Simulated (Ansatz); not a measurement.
Mg3H2O4: a ladder of calculations

Cell of run 1: an entry of the Crystallography Open Database (COD; perhaps a calculated or model structure).

```cif
data_Mg3H2O4
_symmetry_space_group_name_H-M 'P-3m1'
_symmetry_Int_Tables_number 164
_cell_length_a 3.0530
_cell_length_b 3.0530
_cell_length_c 20.1250
_cell_angle_alpha 90.000
_cell_angle_beta 90.000
_cell_angle_gamma 120.000
loop_
_atom_site_label
_atom_site_type_symbol
_atom_site_symmetry_multiplicity
_atom_site_Wyckoff_symbol
_atom_site_fract_x
_atom_site_fract_y
_atom_site_fract_z
Mg1 Mg 2 d 0.3333 0.6667 0.3729
Mg3 Mg 2 c 0.0000 0.0000 0.1271
Mg5 Mg 2 d 0.6667 0.3333 0.2501
H7 H 2 d 0.6667 0.3333 0.4774
H9 H 2 d 0.6667 0.3333 0.0226
O11 O 2 c 0.0000 0.0000 0.3113
O13 O 2 d 0.6667 0.3333 0.4282
O15 O 2 d 0.6667 0.3333 0.0718
O17 O 2 d 0.3333 0.6667 0.1887
```

One atom of each set is listed.

Relaxed positions (PBE, cell held):

Mg1 (0.3333, 0.6667, 0.3680)
Mg3 (0.0000, 0.0000, 0.1237)
Mg5 (0.6667, 0.3333, 0.2459)
H7 (0.6667, 0.3333, 0.4688)
H9 (0.6667, 0.3333, 0.0228)
O11 (0.0000, 0.0000, 0.3068)
O13 (0.6667, 0.3333, 0.4208)
O15 (0.6667, 0.3333, 0.0708)
O17 (0.3333, 0.6667, 0.1850)

All runs are DFT with Ansatz 0.2.0 (plane waves and PAW, scalar-relativistic unless spin–orbit coupling is named, Γ-centred meshes, Fermi–Dirac smearing where given) in this cell.

Run 1: PBE, atoms as given; 420 eV, 9×9×2 k-points, smearing 0.02 eV.
Run 2: PBE, atoms relaxed; 420 eV, 9×9×2 k-points, smearing 0.02 eV.
Run 3: r2SCAN, at the relaxed atoms; 500 eV, 9×9×2 k-points, smearing 0.02 eV.

```csv
run,H7 V_zz (η),H9 V_zz (η),O13 V_zz (η),O15 V_zz (η),O17 V_zz (η)
1,3.74 (0.00),3.72 (0.00),14.68 (0.00),14.66 (0.00),-0.51 (0.00)
```

The results of the other runs, out of order. V_zz in 10²¹ V/m²; 5 of the 9 sets of like atoms are followed.

| result | H7 V_zz (η) | H9 V_zz (η) | O13 V_zz (η) | O15 V_zz (η) | O17 V_zz (η) |
| --- | --- | --- | --- | --- | --- |
| A | 4.52 (0.00) | 4.35 (0.00) | 15.05 (0.00) | 14.45 (0.00) | -0.71 (0.00) |
| B | 4.59 (0.00) | 4.43 (0.00) | 14.56 (0.00) | 14.00 (0.00) | -0.72 (0.00) |

(1) Which result belongs to which run?

Results:

(1) A is run 3, B is run 2. Taken one at a time, the positions of the atoms (as given or relaxed) move the tensors on these sites by up to 0.84 (largest principal value of the change, on H7), the functional (r2SCAN with its higher cutoff) by 0.49 (O13).

In runs 1, 3 the atoms aren't at the calculated equilibrium (largest force 1.1, 0.40 eV/Å). The cell isn't the equilibrium one in run 1 (calculated pressure -2 GPa, with larger principal stresses), and the entry's cell may itself be off.
